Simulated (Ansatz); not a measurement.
# Tantalum, simple cubic under r²SCAN: from relaxation to bulk modulus, part 2 of 2

What does r²SCAN give for tantalum in the simple cubic structure? We relax it, solve it on a dense k-mesh, switch on spin-orbit coupling, then scale the cell to 7 volumes from 88 to 112 % of the relaxed one and try a fit of the equation of state. The k-meshes are 12×12×12 for the relaxation; 19×19×19 for the dense run; 12×12×12 for spin-orbit coupling; 13×13×13 for the volumes.

Ansatz 0.2.0; DFT, r2SCAN, plane waves (500 eV) with PAW, scalar-relativistic. Earlier steps stand in the parts before.

## 4. A two-component run at the same geometry

This is Ta in the simple cubic structure; at room conditions it is bcc.

input.yaml

```yaml
crystal:
  lattice:
    - [2.7248734566, 0.0, 0.0]
    - [0.0, 2.7248734566, 0.0]
    - [0.0, 0.0, 2.7248734566]
  atoms:
    - { symbol: Ta, position: [0.0, 0.0, 0.0] }
hamiltonian:
  xc: r2scan
  pseudopotentials:
    kind: paw_fr
    azcp:
      Ta: "pseudopotentials/Ta.paw.azcp"
basis:
  ecutwfc: 500
  fft_grid_basis: typed
kpoints:
  mp_grid: { grid: [12, 12, 12], shift: [0, 0, 0] }
magnetization:
  noncollinear: true
  spin_orbit: true
scf:
  occupations: { method: fermi_dirac, width: 0.1 }
output:
  write_density: true
  write_potential: true
  elf: true
  volumetric_format: npy
```

The run is started by

```bash
> ansatz run input.yaml --threads 1 --pin off --max-ram 3584MiB --backend cpu --events-out ev --progress --plain --runs-dir out
```

The program printed, shortened:

```text
[...]
Pseudopotentials: kind: paw_fr
Pseudopotential: Ta, paw_fr, valence charge 13, recommended cutoff 500 eV (meta_gga), <dir>
Functional definition: r2SCAN
[...]
non-collinear run that drives no moment, with spin-orbit: no starting moment large enough to seed its density (crystal.atoms[].spin), no starting occupations that ask for one, no magnetisation constraint and no magnetic field, so the semilocal B_xc is pinned to zero
Crystal: 1 atoms, lattice volume = 20.232 Å³
Basis set: ecut = 500 eV, 485 PW (Γ), exchange–correlation on 80×80×80 points (64 copies of the dense FFT grid, shifted against one another)
Bands: 22, of which v1, the nominal top of the filled ones, is band 13 counted from 1 (12 counted from 0)
Symmetry: 48 space group operations + 48 with time reversal
Magnetic group: BNS 221.93 (UNI 1595), of the structure as read, at distance tolerance 2.7e-5 Å
k-points: 84 of 1728
Projection manifold: j_resolved (fully-relativistic pseudo-atomic orbitals)
[...]
SCF iter   1: F=—  HF=-9919.108604 eV  |F-HF|=—  |Δ(HF+E_count)|=         —  Δρ=3.81e-2  dr2=1.51e-1  dr2_τ=2.56e-3  dr2_m=0.00e0 (ungated)  ethr=1.15e-3  |M|=0.00e0 ∫|m|=0.00e0 μB  |m|>n=0.0e0 m-floor=0.0e0 τ_xc=0.0e0  β_m=0.30  ⟨swp⟩=1.1  Hψ=6264  notcnv=0
[...]
SCF iter   6: F=-9919.233355 eV  HF=-9919.233355 eV  |F-HF|=4.01e-8  |Δ(HF+E_count)|=   4.87e-6  Δρ=1.88e-5  dr2=3.98e-8  dr2_τ=9.69e-10  dr2_m=0.00e0 (ungated)  ethr=7.69e-10  |M|=0.00e0 ∫|m|=0.00e0 μB  |m|>n=0.0e0 m-floor=0.0e0 τ_xc=0.0e0  ⟨swp⟩=4.0  Hψ=4027  notcnv=0
[...]
SCF converged after 6 iterations
Magnetization: |M| = 0.0000 μB,  M = (+0.0000, +0.0000, +0.0000) μB
Absolute magnetization: 0.0000 μB (∫|m|)
  site 0: m = (+0.0000, +0.0000, +0.0000) μB, |m| = 0.0000 μB  (R = 1.12 Å)
Free energy (F): -9919.233355 eV
[...]
E sigma→0 (E₀):  -9919.221499 eV
Entropy (-TS):   -0.023712 eV (-23.712 meV/atom)
Fermi energy:    16.200595 eV
[...]
--- Band table (eV; the first three rows and the last of 84) ---
[... band rows left out ...]
[...]
```

It took 31 s on 1 thread of Intel Xeon Platinum 8259CL at 2.50GHz (Skylake/Cascade Lake), shared host; peak memory 0.53 GiB.

Side by side:

```tsv
	scalar-relativistic	with spin-orbit coupling
k-mesh	19×19×19	12×12×12
gap on the mesh	none (levels filled in part)	none (levels filled in part)
```

The meshes differ, so small differences between the columns need not come from spin-orbit coupling.

Density in a lattice plane of the grid's cell (edges 2.72 and 2.72 Å, at 0.000 of the third edge), which holds Ta.

Ten even steps from '0' (0.18 e/Å³) to '9' (4.49 e/Å³):
```
789997532100000123579998
999986431100000113468999
999875321000000012357899
887653210000000001235678
655432100000000000123455
333211000000000000011233
111100000000000000000111
100000000000000000000000
000000000000000000000000
000000000000000000000000
000000000000000000000000
100000000000000000000000
111100000000000000000111
333211000000000000011233
655432100000000000123455
887653210000000001235678
999875321000000012357899
999986431100000113468999
789997532100000123579998
678998642100000124689987
```
Columns run along the first of these edges and rows up along the second, over one cell in 24 and 20 even steps from the bottom left corner. Atoms in the plane (fractional): Ta at (0.00, 0.00).

ELF in the same plane.

Ten even steps from ' ' (0.00) to '@' (0.75):
```
..::--**%%@@@@%%**++==++++++==++**%%@@@@%%**--::
--==**##@@@@%%##++====++++++====++##%%@@@@##**==
##%%%%@@@@%%##**==--====++====--==**##%%@@@@%%%%
@@@@@@@@%%##++==------==++==------==++##%%@@@@@@
@@@@@@%%##++==--::--====++====--::--==++##%%@@@@
%%%%##**++--::::::--==++++++==--::::::--++**##%%
****++==--::::::--==++++**++++==--::::::--==++**
++++====--------==++++******++++==--------====++
++++============++++****##****++++============++
++++++++++++++++++****######****++++++++++++++++
++++============++++****##****++++============++
++++====--------==++++******++++==--------====++
****++==--::::::--==++++**++++==--::::::--==++**
%%%%##**++--::::::--==++++++==--::::::--++**##%%
@@@@@@%%##++==--::--====++====--::--==++##%%@@@@
@@@@@@@@%%##++==------==++==------==++##%%@@@@@@
##%%%%@@@@%%##**==--====++====--==**##%%@@@@%%%%
--==**##@@@@%%##++====++++++====++##%%@@@@##**==
..::--**%%@@@@%%**++==++++++==++**%%@@@@%%**--::
    ::++%%@@@@%%##++++++++++++++##%%@@@@%%++::  
```
Columns run along the first of these edges and rows up along the second, over one cell in 24 and 20 even steps from the bottom left corner. Atoms in the plane (fractional): Ta at (0.00, 0.00).

Both are smooth fields of the valence electrons: close to the nuclei they are not physical.

Maxima of ELF outside the ion cores: 0.55 between the atoms, 1.9 Å from Ta.

## 5. The cell scaled to 88 % of its volume

input.yaml

```yaml
crystal:
  lattice:
    - [2.6112025576, 0.0, 0.0]
    - [0.0, 2.6112025576, 0.0]
    - [0.0, 0.0, 2.6112025576]
  atoms:
    - { symbol: Ta, position: [0.0, 0.0, 0.0] }
hamiltonian:
  xc: r2scan
  pseudopotentials:
    kind: paw
    azcp:
      Ta: "pseudopotentials/Ta.paw.azcp"
basis:
  ecutwfc: 500
  fft_grid_basis: typed
kpoints:
  mp_grid: { grid: [13, 13, 13], shift: [0, 0, 0] }
magnetization:
  spin_polarized: false
scf:
  occupations: { method: fermi_dirac, width: 0.1 }
  lower_state_search: "off"
output:
  stress: true
```

The run is started by

```bash
> ansatz run input.yaml --threads 1 --pin off --max-ram 3584MiB --backend cpu --events-out ev --progress --plain --runs-dir out
```

The program printed, shortened:

```text
[...]
[... 3 set-up lines as earlier in the session ...]
[...]
Crystal: 1 atoms, lattice volume = 17.804 Å³
Basis set: ecut = 500 eV, 461 PW (Γ), exchange–correlation on 80×80×80 points (64 copies of the dense FFT grid, shifted against one another)
Bands: 11, of which v1, the nominal top of the filled ones, is band 7 counted from 1 (6 counted from 0)
[... 1 set-up line as earlier in the session ...]
Space group: Pm-3m (ITA 221), of the structure as read, at distance tolerance 2.6e-5 Å
k-points: 84 of 2197
[...]
SCF iter   1: F=-9942.965002 eV  HF=-9942.937612 eV  |F-HF|=2.74e-2  |Δ(HF+E_count)|=         —  Δρ=1.17e-2  dr2=1.35e-2  dr2_τ=2.14e-2  ethr=1.77e-3  ⟨swp⟩=5.3  Hψ=5767  notcnv=0
[...]
SCF iter   6: F=-9942.969074 eV  HF=-9942.969074 eV  |F-HF|=1.00e-10  |Δ(HF+E_count)|=   2.73e-8  Δρ=9.52e-7  dr2=1.40e-10  dr2_τ=4.08e-11  ethr=1.42e-10  ⟨swp⟩=2.2  Hψ=3209  notcnv=0
[...]
SCF converged after 6 iterations
Free energy (F): -9942.969074 eV
[...]
E sigma→0 (E₀):  -9942.956723 eV
Entropy (-TS):   -0.024703 eV (-24.703 meV/atom)
Fermi energy:    18.831567 eV
[...]
--- Stress (GPa, compression-positive) ---
       24.199386      -0.000000       0.000000
        0.000000      24.199386       0.000000
       -0.000000       0.000000      24.199386
  P = ⅓ Tr σ = 24.1994 GPa (241.994 kbar)
```

It took 5.5 s on 1 thread of Intel Xeon Platinum 8259CL at 2.50GHz (Skylake/Cascade Lake), shared host; peak memory 0.51 GiB.

## 6. The cell scaled to 92 % of its volume

Edit input.yaml of step 5 so:

```diff
@@ -2,5 +2,5 @@
   lattice:
-    - [2.6112025576, 0.0, 0.0]
-    - [0.0, 2.6112025576, 0.0]
-    - [0.0, 0.0, 2.6112025576]
+    - [2.6501814768, 0.0, 0.0]
+    - [0.0, 2.6501814768, 0.0]
+    - [0.0, 0.0, 2.6501814768]
   atoms:
```

The run is started by

```bash
> ansatz run input.yaml --threads 1 --pin off --max-ram 3584MiB --backend cpu --events-out ev --progress --plain --runs-dir out
```

The program printed, shortened:

```text
[...]
[... 3 set-up lines as earlier in the session ...]
[...]
Crystal: 1 atoms, lattice volume = 18.613 Å³
Basis set: ecut = 500 eV, 461 PW (Γ), exchange–correlation on 80×80×80 points (64 copies of the dense FFT grid, shifted against one another)
Bands: 11, of which v1, the nominal top of the filled ones, is band 7 counted from 1 (6 counted from 0)
[... 2 set-up lines as earlier in the session ...]
k-points: 84 of 2197
[...]
SCF iter   1: F=-9943.062853 eV  HF=-9943.039070 eV  |F-HF|=2.38e-2  |Δ(HF+E_count)|=         —  Δρ=9.83e-3  dr2=9.17e-3  dr2_τ=1.80e-2  ethr=1.77e-3  ⟨swp⟩=5.4  Hψ=5731  notcnv=0
[...]
SCF iter   6: F=-9943.065886 eV  HF=-9943.065886 eV  |F-HF|=1.27e-11  |Δ(HF+E_count)|=   2.46e-8  Δρ=1.04e-6  dr2=1.88e-10  dr2_τ=4.42e-11  ethr=1.31e-10  ⟨swp⟩=2.4  Hψ=3108  notcnv=0
[...]
SCF converged after 6 iterations
Free energy (F): -9943.065886 eV
[...]
E sigma→0 (E₀):  -9943.052656 eV
Entropy (-TS):   -0.026462 eV (-26.462 meV/atom)
Fermi energy:    17.884882 eV
[...]
--- Stress (GPa, compression-positive) ---
       14.473298      -0.000000       0.000000
        0.000000      14.473298       0.000000
        0.000000       0.000000      14.473298
  P = ⅓ Tr σ = 14.4733 GPa (144.733 kbar)
```

It took 5.5 s on 1 thread of Intel Xeon Platinum 8259CL at 2.50GHz (Skylake/Cascade Lake), shared host; peak memory 0.5 GiB.

## 7. The cell scaled to 96 % of its volume

Edit input.yaml of step 6 so:

```diff
@@ -2,5 +2,5 @@
   lattice:
-    - [2.6501814768, 0.0, 0.0]
-    - [0.0, 2.6501814768, 0.0]
-    - [0.0, 0.0, 2.6501814768]
+    - [2.6880463279, 0.0, 0.0]
+    - [0.0, 2.6880463279, 0.0]
+    - [0.0, 0.0, 2.6880463279]
   atoms:
```

The run is started by

```bash
> ansatz run input.yaml --threads 1 --pin off --max-ram 3584MiB --backend cpu --events-out ev --progress --plain --runs-dir out
```

The program printed, shortened:

```text
[...]
[... 3 set-up lines as earlier in the session ...]
[...]
Crystal: 1 atoms, lattice volume = 19.423 Å³
Basis set: ecut = 500 eV, 485 PW (Γ), exchange–correlation on 80×80×80 points (64 copies of the dense FFT grid, shifted against one another)
Bands: 11, of which v1, the nominal top of the filled ones, is band 7 counted from 1 (6 counted from 0)
[... 2 set-up lines as earlier in the session ...]
k-points: 84 of 2197
[...]
SCF iter   1: F=-9943.115998 eV  HF=-9943.095510 eV  |F-HF|=2.05e-2  |Δ(HF+E_count)|=         —  Δρ=8.36e-3  dr2=6.26e-3  dr2_τ=1.55e-2  ethr=1.77e-3  ⟨swp⟩=5.2  Hψ=5706  notcnv=0
[...]
SCF iter   6: F=-9943.118313 eV  HF=-9943.118313 eV  |F-HF|=3.64e-12  |Δ(HF+E_count)|=   2.39e-8  Δρ=1.30e-6  dr2=2.86e-10  dr2_τ=8.14e-11  ethr=1.32e-10  ⟨swp⟩=2.4  Hψ=3123  notcnv=0
[...]
SCF converged after 6 iterations
Free energy (F): -9943.118313 eV
[...]
E sigma→0 (E₀):  -9943.104102 eV
Entropy (-TS):   -0.028423 eV (-28.423 meV/atom)
Fermi energy:    17.020567 eV
[...]
--- Stress (GPa, compression-positive) ---
        6.551255      -0.000000       0.000000
       -0.000000       6.551255       0.000000
        0.000000       0.000000       6.551255
  P = ⅓ Tr σ = 6.5513 GPa (65.513 kbar)
```

It took 5.5 s on 1 thread of Intel Xeon Platinum 8259CL at 2.50GHz (Skylake/Cascade Lake), shared host; peak memory 0.51 GiB.

## 8. The cell scaled to 100 % of its volume

Edit input.yaml of step 7 so:

```diff
@@ -2,5 +2,5 @@
   lattice:
-    - [2.6880463279, 0.0, 0.0]
-    - [0.0, 2.6880463279, 0.0]
-    - [0.0, 0.0, 2.6880463279]
+    - [2.7248734566, 0.0, 0.0]
+    - [0.0, 2.7248734566, 0.0]
+    - [0.0, 0.0, 2.7248734566]
   atoms:
```

The run is started by

```bash
> ansatz run input.yaml --threads 1 --pin off --max-ram 3584MiB --backend cpu --events-out ev --progress --plain --runs-dir out
```

The program printed, shortened:

```text
[...]
[... 3 set-up lines as earlier in the session ...]
[...]
Crystal: 1 atoms, lattice volume = 20.232 Å³
Basis set: ecut = 500 eV, 485 PW (Γ), exchange–correlation on 80×80×80 points (64 copies of the dense FFT grid, shifted against one another)
Bands: 11, of which v1, the nominal top of the filled ones, is band 7 counted from 1 (6 counted from 0)
[... 2 set-up lines as earlier in the session ...]
k-points: 84 of 2197
[...]
SCF iter   1: F=-9943.132589 eV  HF=-9943.115109 eV  |F-HF|=1.75e-2  |Δ(HF+E_count)|=         —  Δρ=7.26e-3  dr2=4.44e-3  dr2_τ=1.38e-2  ethr=1.77e-3  ⟨swp⟩=5.2  Hψ=5752  notcnv=0
[...]
SCF iter   6: F=-9943.134489 eV  HF=-9943.134489 eV  |F-HF|=6.18e-11  |Δ(HF+E_count)|=   2.75e-8  Δρ=1.42e-6  dr2=2.69e-10  dr2_τ=9.04e-11  ethr=1.33e-10  ⟨swp⟩=2.5  Hψ=3186  notcnv=0
[...]
SCF converged after 6 iterations
Free energy (F): -9943.134489 eV
[...]
E sigma→0 (E₀):  -9943.119109 eV
Entropy (-TS):   -0.030759 eV (-30.759 meV/atom)
Fermi energy:    16.227374 eV
[...]
--- Stress (GPa, compression-positive) ---
        0.066752      -0.000000       0.000000
        0.000000       0.066752       0.000000
        0.000000       0.000000       0.066752
  P = ⅓ Tr σ = 0.0668 GPa (0.668 kbar)
```

Wall time 5.2 s (1 thread of Intel Xeon Platinum 8259CL at 2.50GHz (Skylake/Cascade Lake), shared host); peak memory 0.5 GiB.

## 9. The cell scaled to 104 % of its volume

Edit input.yaml of step 8 so:

```diff
@@ -2,5 +2,5 @@
   lattice:
-    - [2.7248734566, 0.0, 0.0]
-    - [0.0, 2.7248734566, 0.0]
-    - [0.0, 0.0, 2.7248734566]
+    - [2.7607311668, 0.0, 0.0]
+    - [0.0, 2.7607311668, 0.0]
+    - [0.0, 0.0, 2.7607311668]
   atoms:
```

The run is started by

```bash
> ansatz run input.yaml --threads 1 --pin off --max-ram 3584MiB --backend cpu --events-out ev --progress --plain --runs-dir out
```

The program printed, shortened:

```text
[...]
[... 3 set-up lines as earlier in the session ...]
[...]
Crystal: 1 atoms, lattice volume = 21.041 Å³
Basis set: ecut = 500 eV, 515 PW (Γ), exchange–correlation on 96×96×96 points (64 copies of the dense FFT grid, shifted against one another)
Bands: 11, of which v1, the nominal top of the filled ones, is band 7 counted from 1 (6 counted from 0)
[... 1 set-up line as earlier in the session ...]
Space group: Pm-3m (ITA 221), of the structure as read, at distance tolerance 2.8e-5 Å
k-points: 84 of 2197
[...]
SCF iter   1: F=-9943.119366 eV  HF=-9943.104330 eV  |F-HF|=1.50e-2  |Δ(HF+E_count)|=         —  Δρ=6.42e-3  dr2=3.20e-3  dr2_τ=1.25e-2  ethr=1.77e-3  ⟨swp⟩=5.2  Hψ=5785  notcnv=0
[...]
SCF iter   6: F=-9943.120941 eV  HF=-9943.120941 eV  |F-HF|=3.09e-10  |Δ(HF+E_count)|=   3.66e-8  Δρ=2.15e-6  dr2=8.15e-10  dr2_τ=1.83e-10  ethr=3.04e-10  ⟨swp⟩=2.7  Hψ=3100  notcnv=0
[...]
SCF converged after 6 iterations
Free energy (F): -9943.120941 eV
[...]
E sigma→0 (E₀):  -9943.104197 eV
Entropy (-TS):   -0.033488 eV (-33.488 meV/atom)
Fermi energy:    15.494862 eV
[...]
--- Stress (GPa, compression-positive) ---
       -5.255677       0.000000       0.000000
        0.000000      -5.255677       0.000000
        0.000000       0.000000      -5.255677
  P = ⅓ Tr σ = -5.2557 GPa (-52.557 kbar)
```

Wall time 6.3 s (1 thread of Intel Xeon Platinum 8259CL at 2.50GHz (Skylake/Cascade Lake), shared host); peak memory 0.53 GiB.

## 10. The cell scaled to 108 % of its volume

Edit input.yaml of step 9 so:

```diff
@@ -2,5 +2,5 @@
   lattice:
-    - [2.7607311668, 0.0, 0.0]
-    - [0.0, 2.7607311668, 0.0]
-    - [0.0, 0.0, 2.7607311668]
+    - [2.7956808411, 0.0, 0.0]
+    - [0.0, 2.7956808411, 0.0]
+    - [0.0, 0.0, 2.7956808411]
   atoms:
```

The run is started by

```bash
> ansatz run input.yaml --threads 1 --pin off --max-ram 3584MiB --backend cpu --events-out ev --progress --plain --runs-dir out
```

The program printed, shortened:

```text
[...]
[... 3 set-up lines as earlier in the session ...]
[...]
Crystal: 1 atoms, lattice volume = 21.851 Å³
Basis set: ecut = 500 eV, 515 PW (Γ), exchange–correlation on 96×96×96 points (64 copies of the dense FFT grid, shifted against one another)
Bands: 11, of which v1, the nominal top of the filled ones, is band 7 counted from 1 (6 counted from 0)
[... 2 set-up lines as earlier in the session ...]
k-points: 84 of 2197
[...]
SCF iter   1: F=-9943.081665 eV  HF=-9943.068656 eV  |F-HF|=1.30e-2  |Δ(HF+E_count)|=         —  Δρ=5.79e-3  dr2=2.40e-3  dr2_τ=1.16e-2  ethr=1.77e-3  ⟨swp⟩=5.2  Hψ=5784  notcnv=0
[...]
SCF iter   6: F=-9943.082982 eV  HF=-9943.082982 eV  |F-HF|=1.94e-9  |Δ(HF+E_count)|=   7.91e-8  Δρ=3.34e-6  dr2=1.31e-9  dr2_τ=7.88e-11  ethr=7.69e-10  ⟨swp⟩=4.5  Hψ=2930  notcnv=0
[...]
SCF converged after 6 iterations
Free energy (F): -9943.082982 eV
[...]
E sigma→0 (E₀):  -9943.064779 eV
Entropy (-TS):   -0.036404 eV (-36.404 meV/atom)
Fermi energy:    14.814559 eV
[...]
--- Stress (GPa, compression-positive) ---
       -9.632175      -0.000000       0.000000
       -0.000000      -9.632175       0.000000
        0.000000       0.000000      -9.632175
  P = ⅓ Tr σ = -9.6322 GPa (-96.322 kbar)
```

It took 5.6 s on 1 thread of Intel Xeon Platinum 8259CL at 2.50GHz (Skylake/Cascade Lake), shared host; peak memory 0.52 GiB.

## 11. The cell scaled to 112 % of its volume

Edit input.yaml of step 10 so:

```diff
@@ -2,5 +2,5 @@
   lattice:
-    - [2.7956808411, 0.0, 0.0]
-    - [0.0, 2.7956808411, 0.0]
-    - [0.0, 0.0, 2.7956808411]
+    - [2.8297778703, 0.0, 0.0]
+    - [0.0, 2.8297778703, 0.0]
+    - [0.0, 0.0, 2.8297778703]
   atoms:
@@ -25 +25,5 @@
   stress: true
+  write_density: true
+  write_potential: true
+  elf: true
+  volumetric_format: npy
```

The run is started by

```bash
> ansatz run input.yaml --threads 1 --pin off --max-ram 3584MiB --backend cpu --events-out ev --progress --plain --runs-dir out
```

The program printed, shortened:

```text
[...]
[... 3 set-up lines as earlier in the session ...]
[...]
Crystal: 1 atoms, lattice volume = 22.660 Å³
Basis set: ecut = 500 eV, 587 PW (Γ), exchange–correlation on 96×96×96 points (64 copies of the dense FFT grid, shifted against one another)
Bands: 11, of which v1, the nominal top of the filled ones, is band 7 counted from 1 (6 counted from 0)
[... 2 set-up lines as earlier in the session ...]
k-points: 84 of 2197
[...]
SCF iter   1: F=-9943.023741 eV  HF=-9943.012346 eV  |F-HF|=1.14e-2  |Δ(HF+E_count)|=         —  Δρ=5.37e-3  dr2=1.92e-3  dr2_τ=1.10e-2  ethr=1.77e-3  ⟨swp⟩=5.2  Hψ=5782  notcnv=0
[...]
SCF iter   6: F=-9943.024927 eV  HF=-9943.024927 eV  |F-HF|=2.74e-9  |Δ(HF+E_count)|=   1.96e-7  Δρ=3.41e-6  dr2=1.45e-9  dr2_τ=8.48e-11  ethr=7.69e-10  ⟨swp⟩=9.6  Hψ=6214  notcnv=0
[...]
SCF converged after 6 iterations
Free energy (F): -9943.024927 eV
[...]
E sigma→0 (E₀):  -9943.005317 eV
Entropy (-TS):   -0.039221 eV (-39.221 meV/atom)
Fermi energy:    14.180117 eV
[...]
--- Stress (GPa, compression-positive) ---
      -13.236335       0.000000       0.000000
       -0.000000     -13.236335       0.000000
        0.000000       0.000000     -13.236335
  P = ⅓ Tr σ = -13.2363 GPa (-132.363 kbar)
--- Band table (eV; the first three rows and the last of 84) ---
  k-point 0: bands = ["-55.2730", "-20.6681", "-20.6681", "-20.6681", "6.8674", "11.6486", "11.6486", "20.0055", "20.0055", "20.0055", "28.4685"]
[...]
```

Run time: 8.7 s. Hardware: 1 thread of Intel Xeon Platinum 8259CL at 2.50GHz (Skylake/Cascade Lake), shared host; peak memory 0.53 GiB.

## 12. Fitting the volumes

All volumes keep the relaxed shape and fractional coordinates.

```tsv
V (Å³/atom)	E − E₀ (meV/atom)	P from the stress (GPa)	P from the fit (GPa)
17.804	162.4	24.20	24.04
18.613	66.4	14.47	14.29
19.423	15.0	6.55	6.33
20.232	0.0	0.07	-0.18
21.041	14.9	-5.26	-5.53
21.851	54.3	-9.63	-9.92
22.660	113.8	-13.24	-13.53
```

Fit (Birch-Murnaghan, third order): V₀ = 20.207 Å³/atom, B₀ = 148 GPa, B₀′ = 3.9, largest residual 0.04 meV/atom.

Fit and stress differ a little: one follows E(σ → 0), the other the smeared free energy.

## 13. Results

The summary covers parts 1 to 2.

```
                      quantity                         value
space group (spins left aside)               Pm-3m (No. 221)
             conventional cell                   a = 2.725 Å
                        volume                20.232 Å³/atom
             shortest distance                       2.725 Å
               gap on the mesh  none (levels filled in part)
               relative to bcc                +1204 meV/atom
                   V₀, B₀, B₀′  20.207 Å³/atom, 148 GPa, 3.9
```

What this shows: The relaxation enlarged the cell by 3.7 % in volume. It lies 1204 meV/atom above the element's reference form at the same level (bcc, from a run of its own), so it is far from stable. No gap shows: it is a metal or semimetal at this level. Totals with and without spin-orbit coupling (+23.9 eV/atom apart) can't be read as binding, since the two-component data shift the zero of energy. The fitted modulus is 148 GPa. Relaxation kept the symmetry; phonons were not checked.
